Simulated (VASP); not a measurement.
# Ba (Im-3m) in VASP: single point with PBEsol

Aim: the single point of Ba with PBEsol.

All numbers are computed with VASP 6.6.1; they aren't measurements. Logs are shortened: lines on timing, memory, paths and dates and some standing lists are left out, and cuts for length are marked.

## 1. The structure

It takes space group Im-3m (No. 229, cubic). Conventional cell: a = 4.893 Å, b = 4.893 Å, c = 4.893 Å, α = 90.00°, β = 90.00°, γ = 90.00°. Ba (site symmetry m-3m) has 8 Ba at 4.24 Å as nearest neighbours.

## 2. Single point, PBEsol, non-collinear spin, zero start, spin-orbit coupling

INCAR reads:

```
SYSTEM = Ba
ALGO = Normal ; EDIFF = 1E-7
ENCUT = 520 ; GGA = PS
GGA_COMPAT = .FALSE. ; ISIF = 2
ISMEAR = 0 ; LASPH = .TRUE.
LCHARG = .FALSE. ; LORBIT = 11
LREAL = .FALSE. ; LSORBIT = .TRUE.
LWAVE = .FALSE. ; MAGMOM = 0 0 0
NBANDS = 21 ; NELM = 100
PREC = Accurate ; SIGMA = 0.1
```

KPOINTS reads:

```
k-points
0
G
  12 12 12
  0 0 0
```

POSCAR reads:

```
Ba
1.0
   -2.4465300000      2.4465300000      2.4465300000
    2.4465300000     -2.4465300000      2.4465300000
    2.4465300000      2.4465300000     -2.4465300000
Ba
1
Direct
    0.0000000000      0.0000000000      0.0000000000
```

Potentials or basis: VASP PAW PBE potentials, release 64 (Ba_sv).

Run with:

```bash
> cat potpaw_PBE.64/Ba_sv/POTCAR > POTCAR
> mpirun -np 1 vasp_ncl > vasp.out
```

OUTCAR:

```text
SYSTEM = Ba
   EDIFF = 1E-7
   ENCUT = 520
   GGA = PS
   ISIF = 2
   ISMEAR = 0
   LASPH = .TRUE.
   LORBIT = 11
   LREAL = .FALSE.
   LSORBIT = .TRUE.
   NELM = 100
   PREC = Accurate

 ion  position               nearest neighbor table
   1  0.000  0.000  0.000-

  LATTYP: Found a body centered cubic cell.
 ALAT       =     4.8930600000

  Lattice vectors:

 A1 = (  -2.4465300000,   2.4465300000,   2.4465300000)
 A2 = (   2.4465300000,  -2.4465300000,   2.4465300000)
 A3 = (   2.4465300000,   2.4465300000,  -2.4465300000)

Analysis of symmetry for initial positions (statically):
=====================================================================
 Subroutine PRICEL returns:
 Original cell was already a primitive cell.

 Routine SETGRP: Setting up the symmetry group for a
 body centered cubic supercell.

 Subroutine GETGRP returns: Found 48 space group operations
 (whereof 48 operations were pure point group operations)
 out of a pool of 48 trial point group operations.

The static configuration has the point symmetry O_h .

Analysis of symmetry for dynamics (positions and initial velocities):
=====================================================================
 Subroutine PRICEL returns:
 Original cell was already a primitive cell.

 Routine SETGRP: Setting up the symmetry group for a
 body centered cubic supercell.

 Subroutine GETGRP returns: Found 48 space group operations
 (whereof 48 operations were pure point group operations)
 out of a pool of 48 trial point group operations.

The dynamic configuration has the point symmetry O_h .

Analysis of structural, dynamic, and magnetic symmetry:
=====================================================================
 Subroutine PRICEL returns:
 Original cell was already a primitive cell.

 Routine SETGRP: Setting up the symmetry group for a
 body centered cubic supercell.

 Subroutine GETGRP returns: Found 48 space group operations
 (whereof 48 operations were pure point group operations)
 out of a pool of 48 trial point group operations.

The overall configuration has the point symmetry O_h .

 Subroutine INISYM returns: Found 48 space group operations
 (whereof 48 operations are pure point group operations),
 and found     1 'primitive' translations

----------------------------------------------------------------------------------------

                                     Primitive cell

  volume of cell :      58.5749

  direct lattice vectors                    reciprocal lattice vectors
    -2.446530000  2.446530000  2.446530000     0.000000000  0.204371089  0.204371089
     2.446530000 -2.446530000  2.446530000     0.204371089  0.000000000  0.204371089
     2.446530000  2.446530000 -2.446530000     0.204371089  0.204371089  0.000000000

  length of vectors
     4.237514262  4.237514262  4.237514262     0.289024366  0.289024366  0.289024366

  position of ions in fractional coordinates (direct lattice)
     0.000000000  0.000000000  0.000000000

  ion indices of the primitive-cell ions
   primitive index   ion index
                 1           1

----------------------------------------------------------------------------------------

 KPOINTS: k-points

Automatic generation of k-mesh.
 Grid dimensions read from file:
 generate k-points for:   12   12   12

 Generating k-lattice:

  Cartesian coordinates                     Fractional coordinates (reciprocal lattice)
     0.000000000  0.017030924  0.017030924     0.083333333  0.000000000  0.000000000
     0.017030924  0.000000000  0.017030924     0.000000000  0.083333333  0.000000000
     0.017030924  0.017030924  0.000000000     0.000000000  0.000000000  0.083333333

  Length of vectors
     0.024085364  0.024085364  0.024085364

  Shift w.r.t. Gamma in fractional coordinates (k-lattice)
     0.000000000  0.000000000  0.000000000

 Subroutine IBZKPT returns following result:
 ===========================================

 Found     72 irreducible k-points:

 Following reciprocal coordinates:
            Coordinates               Weight
  0.000000  0.000000  0.000000      1.000000
  0.083333  0.000000  0.000000     12.000000
  0.166667  0.000000  0.000000     12.000000
  0.250000  0.000000  0.000000     12.000000
  0.333333  0.000000  0.000000     12.000000
  0.416667  0.000000  0.000000     12.000000
[... 16 lines left out ...]
  0.333333  0.083333  0.083333     24.000000
  0.416667  0.083333  0.083333     12.000000
 [... further k-points ...]
   k-points           NKPTS =     72   k-points in BZ     NKDIM =     72   number of bands    NBANDS=     21
   number of dos      NEDOS =    301   number of ions     NIONS =      1
   total plane-waves  NPLWV =  32768
   dimension x,y,z NGX =    32 NGY =   32 NGZ =   32
   dimension x,y,z NGXF=    64 NGYF=   64 NGZF=   64
   ions per type =               1
   NGX,Y,Z   is equivalent  to a cutoff of  12.55, 12.55, 12.55 a.u.
   NGXF,Y,Z  is equivalent  to a cutoff of  25.11, 25.11, 25.11 a.u.
 SYSTEM =  Ba
   PREC   = accura    normal or accurate (medium, high low for compatibility)
   ISTART =      0    job   : 0-new  1-cont  2-samecut
   ICHARG =      2    charge: 1-file 2-atom 10-const
   ISPIN  =      1    spin polarized calculation?
   LNONCOLLINEAR =      T non collinear calculations
   LSORBIT =      T    spin-orbit coupling
   LASPH  =      T    aspherical Exc in radial PAW
   ENCUT  =  520.0 eV  38.22 Ry    6.18 a.u.   7.88  7.88  7.88*2*pi/ulx,y,z
   NELM   =    100;   NELMIN=  2; NELMDL= -5     # of ELM steps
   EDIFF  = 0.1E-06   stopping-criterion for ELM
   LREAL  =      F    real-space projection
   EDIFFG = 0.1E-05   stopping-criterion for IOM
   NSW    =      0    number of steps for IOM
   IBRION =     -1    ionic relax: 0-MD 1-quasi-New 2-CG
   NFREE  =      0    steps in history (QN), initial steepest desc. (CG)
   ISIF   =      2    stress and relaxation
   ISYM   =      2    0-nonsym 1-usesym 2-fastsym
   POTIM  = 0.5000    time-step for ionic-motion
   TEBEG  =    0.0;   TEEND  =   0.0 temperature during run
   PSTRESS=    0.0 pullay stress
   NELECT =      10.0000    total number of electrons
   NUPDOWN=      -1.0000    fix difference up-down
   EMIN   =  10.00;   EMAX   =-10.00  energy-range for DOS
   EFERMI =   0.00;   METHOD = LEGACY
   ISMEAR =     0;   SIGMA  =   0.10  broadening in eV -4-tet -1-fermi 0-gaus
   EFERMI_NEDOS =   21; number of points for ismear=-14 and -15
   IALGO  =     38    algorithm
   IMIX   =      4    mixing-type and parameters
     AMIX     =   0.40;   BMIX     =  1.00
     AMIX_MAG =   1.60;   BMIX_MAG =  1.00
  volume/ion in A,a.u.               =      58.57       395.28
  Fermi-wavevector in a.u.,A,eV,Ry     =   0.908178  1.716207 11.221911  0.824787
  Thomas-Fermi vector in A             =   2.032073
   LORBIT       =     11    0 simple, 1 ext, 2 COOP (PROOUT), +10 PAW based schemes
   GGA     = PS    functional components
   LHFCALC =     F    Hartree Fock is set to
   AEXX    =    0.0000 exact exchange contribution
   IVDW    =     0    specifies the selected vdW correction
   LEPSILON=     F    determine dielectric tensor
   LRPA    =     F    only Hartree local field effects (RPA)
 Gauss-broadening in eV      SIGMA  =   0.10
  energy-cutoff  :      520.00
  volume of cell :       58.57
 maximum number of plane-waves:      3184
   NGX = 15   NGY = 15   NGZ = 15

 number of electron      10.0000000 magnetization       0.0000000      0.0000000      0.0000000

 number of electron      10.0000000 magnetization       0.0000000     -0.0000000     -0.0000000

 number of electron      10.0000000 magnetization      -0.0000000      0.0000000      0.0000000

 Free energy of the ion-electron system (eV)
  ---------------------------------------------------
  ext. energy  EPLUGINS =         0.00000000
  ---------------------------------------------------
  free energy    TOTEN  =        -2.35233129 eV

  energy without entropy =       -2.34575091  energy(sigma->0) =       -2.34904110

 E-fermi :   1.7713     XC(G=0):  -7.7488

 val. band max:        1.7532590566   @ k =  -0.3333   0.3333   0.3333
 cond. band min:       1.7902024580   @ k =  -0.4167  -0.4167   0.1667
 fundamental gap:      0.0369434014
 Fermi energy:         1.7713276298

 k-point     1 :       0.0000    0.0000    0.0000
  band No.  band energies     occupation
      1     -26.9627      1.00000
      2     -26.9627      1.00000
      3     -13.2200      1.00000
      4     -13.2200      1.00000
      5     -11.2058      1.00000
      6     -11.2058      1.00000
[... 550 lines left out ...]
      5     -11.6586      1.00000
      6     -11.6586      1.00000
[... 13 lines left out ...]
     20       7.6956      0.00000
     21       7.9121      0.00000

 [... further k-points ...]

------------------------ aborting loop because EDIFF is reached ----------------------------------------

  FORCE on cell =-STRESS in cart. coord.  units (eV):
  Direction    XX          YY          ZZ          XY          YZ          ZX
  --------------------------------------------------------------------------------------
  -------------------------------------------------------------------------------------
  Total       -0.0157856     -0.0157856     -0.0157856      0.0000000     -0.0000000     -0.0000000
  in kB       -0.4317763     -0.4317763     -0.4317763      0.0000000     -0.0000000     -0.0000000
  external PRESSURE =      -0.4317763 kB  Pullay stress =       0.0000000 kB

 VOLUME and BASIS-vectors are now :
 -----------------------------------------------------------------------------
  energy-cutoff  :      520.00
  volume of cell :       58.57
      direct lattice vectors                 reciprocal lattice vectors
    -2.446530000  2.446530000  2.446530000     0.000000000  0.204371089  0.204371089
     2.446530000 -2.446530000  2.446530000     0.204371089  0.000000000  0.204371089
     2.446530000  2.446530000 -2.446530000     0.204371089  0.204371089  0.000000000

 POSITION                                       TOTAL-FORCE (eV/Angst)
 -----------------------------------------------------------------------------------
      0.00000      0.00000      0.00000        -0.000000     -0.000000      0.000000
 -----------------------------------------------------------------------------------
    total drift:                                0.000000      0.000000      0.000000

  FREE ENERGIE OF THE ION-ELECTRON SYSTEM (eV)
  ---------------------------------------------------
  free  energy   TOTEN  =        -2.3523312876 eV

  energy  without entropy=       -2.3457509134  energy(sigma->0) =       -2.34904110

 Spin-Orbit-Coupling matrix elements

 Ion:    1  E_soc:     -0.4016250
 l=   1
     0.0000000    -0.0667983    -0.0667983
    -0.0667983     0.0000000    -0.0667983
    -0.0667983    -0.0667983     0.0000000
 l=   2
     0.0000000     0.0000138     0.0000000     0.0000138    -0.0001530
     0.0000138     0.0000000    -0.0001148     0.0000138    -0.0000383
     0.0000000    -0.0001148     0.0000000    -0.0001148     0.0000000
     0.0000138     0.0000138    -0.0001148     0.0000000    -0.0000383
    -0.0001530    -0.0000383     0.0000000    -0.0000383     0.0000000
 l=   3
     0.0000000     0.0000000     0.0000000     0.0000000     0.0000000     0.0000000     0.0000000
     0.0000000     0.0000000     0.0000000     0.0000000     0.0000000     0.0000000     0.0000000
     0.0000000     0.0000000     0.0000000     0.0000000     0.0000000     0.0000000     0.0000000
     0.0000000     0.0000000     0.0000000     0.0000000     0.0000000     0.0000000     0.0000000
     0.0000000     0.0000000     0.0000000     0.0000000     0.0000000     0.0000000     0.0000000
     0.0000000     0.0000000     0.0000000     0.0000000     0.0000000     0.0000000     0.0000000
     0.0000000     0.0000000     0.0000000     0.0000000     0.0000000     0.0000000     0.0000000

 total charge

# of ion       s       p       d       tot
------------------------------------------
    1        2.070   5.529   0.301   7.901

 magnetization (x)

# of ion       s       p       d       tot
------------------------------------------
    1       -0.000   0.000   0.000   0.000

 magnetization (y)

# of ion       s       p       d       tot
------------------------------------------
    1        0.000   0.000  -0.000  -0.000

 magnetization (z)

# of ion       s       p       d       tot
------------------------------------------
    1        0.000   0.000   0.000   0.000
```

Wall time 81 s (1 thread of Intel Xeon Platinum 8559C (Emerald Rapids), shared host); peak memory 0.36 GiB.

Results:

* Free energy: -2.3523 eV
* Pressure: 0.0 GPa
* Net moment: 0.00 μB per cell
* Valence electrons inside the program's atomic spheres: Ba 7.90

Moments on the atoms (μB; x, y, z):
```
Ba  0.00 0.00 0.00
```

Caveat: the PAW data sets were made with another functional, which shifts forces and pressure a little.
